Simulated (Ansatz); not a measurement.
**Where the states of Cu$_{3}$N lie**

```yaml
crystal:
  lattice:
    - [3.81400, 0.00000, 0.00000]
    - [0.00000, 3.81400, 0.00000]
    - [0.00000, 0.00000, 3.81400]
  atoms:
    - { symbol: Cu, position: [0.50000, 0.00000, 0.00000] }
    - { symbol: Cu, position: [0.00000, 0.50000, 0.00000] }
    - { symbol: Cu, position: [0.00000, 0.00000, 0.50000] }
    - { symbol: N, position: [0.00000, 0.00000, 0.00000] }
```

The cell is COD entry 1536894, as deposited and not checked against the literature; nothing was relaxed.

All numbers below come from DFT, PBE, all-electron LAPW, scalar-relativistic (Ansatz 0.2.0).

Settings: a Γ-centred 10×10×10 k mesh, Fermi–Dirac smearing of 0.08 eV, basis error target 1 meV/atom, no spin polarisation.

(1) Which of the resolved shells contributes most in the top eV of the valence band?

(2) Where is the centre of the filled Cu 3d states between -14 eV and the top of the filled states?

(3) Tabulate the density of states.

Results:

(1) Cu 3d, with 61 % of all states there; N 2p follows with 25 %.

(2) -2.81 eV from the valence-band top.

(3) States per eV and cell, averaged over 0.6 eV, from -8.3 to 5.9 eV, with energies (bin centres) from the valence-band top; empty bins are left out. The partial columns, the largest 4 alone, are projections on Löwdin-orthogonalised atomic shells (those that the program's projection atoms carry: the occupied ones and, for some elements, an empty d or f shell; other empty shells have no column), summed over atoms of an element. Weights on diffuse s and p shells depend on that basis and aren't pure angular character.
```csv
E (eV),total,Cu 3d,N 2p,Cu 4s,N 2s
-8.1,0.01,0.01,0.01,0.00,0.00
-7.5,3.29,0.95,1.80,0.50,0.02
-6.9,2.10,0.59,1.21,0.24,0.03
-6.3,2.20,0.66,1.32,0.14,0.03
-5.7,2.12,0.63,1.36,0.08,0.01
-5.1,0.36,0.09,0.24,0.03,0.00
-4.5,0.62,0.34,0.03,0.24,0.00
-3.9,2.36,1.90,0.03,0.42,0.00
-3.3,14.11,13.27,0.14,0.59,0.01
-2.7,13.18,12.78,0.07,0.22,0.03
-2.1,12.17,11.82,0.10,0.18,0.02
-1.5,3.27,2.44,0.49,0.25,0.01
-0.9,3.41,2.24,0.70,0.38,0.00
-0.3,0.79,0.47,0.20,0.11,0.00
0.3,0.05,0.00,0.00,0.00,0.00
0.9,0.39,0.04,0.02,0.01,0.01
1.5,1.04,0.21,0.09,0.14,0.13
2.1,1.95,0.38,0.29,0.38,0.23
2.7,1.21,0.16,0.19,0.28,0.07
3.3,2.18,0.24,0.34,0.72,0.12
3.9,1.01,0.07,0.14,0.36,0.01
4.5,1.53,0.10,0.24,0.64,0.00
5.1,1.21,0.04,0.09,0.54,0.03
5.7,1.20,0.03,0.08,0.42,0.03
```
